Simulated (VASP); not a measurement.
Write the native input for VASP 6.6.1 that does the following.

* Task: single point
* Functional: PBE
* Potentials or basis: VASP PAW PBE potentials, release 64 (Sr_sv, Te)
* Cutoff: 520 eV
* k mesh: 6 × 6 × 6
* Occupations: gaussian, width 0.01 eV
* Spin: non-collinear spin, zero start, spin-orbit coupling
* Starting moments: [[0.0, 0.0, 0.0], [0.0, 0.0, 0.0]] μB
* Dipole correction: no
* Further INCAR settings: ALGO = Normal; EDIFF = 1e-07; NBANDS = 28

The structure of SrTe lies in POSCAR:

```
SrTe
1.0
    0.0000000000      3.3527582064      3.3527582064
    3.3527582064      0.0000000000      3.3527582064
    3.3527582064      3.3527582064      0.0000000000
Sr Te
1 1
Direct
    0.0000000000      0.0000000000      0.0000000000
    0.5000000000      0.5000000000      0.5000000000
```

The cell was built by a generator and needn't be a form met in nature.

These files were run (other wordings do the same):

INCAR

```
  PREC = Accurate
  ENCUT = 520
  EDIFF = 1E-7
  ISMEAR = 0
  SIGMA = 0.01
  LREAL = F
  LASPH = T
  NELM = 150
  ALGO = Normal
  ISIF = 2
  LWAVE = F
  LCHARG = F
  LNONCOLLINEAR = T
  MAGMOM = 0 0 0 0 0 0
  LORBIT = 11
  LSORBIT = T
  GGA_COMPAT = F
  LORBMOM = T
  GGA = PE
  NBANDS = 28
```

KPOINTS

```
regular mesh
0
Gamma
  6 6 6
```

Potentials or basis: VASP PAW PBE potentials, release 64 (Sr_sv, Te).

The run is started by

```console
$ cat potpaw_PBE.64/Sr_sv/POTCAR potpaw_PBE.64/Te/POTCAR > POTCAR
$ mpirun -np 1 vasp_ncl > vasp.out
```

It gave:

```
Pressure                                              : 0.3 GPa
Net moment                                            : 0.00 μB per cell
Valence electrons inside the program's atomic spheres : Sr 7.98; Te 3.48
```

Run time: 69 s on 1 thread of Intel(R) Xeon(R) Platinum 8488C (Sapphire Rapids), on a shared host, peak memory 0.39 GiB.
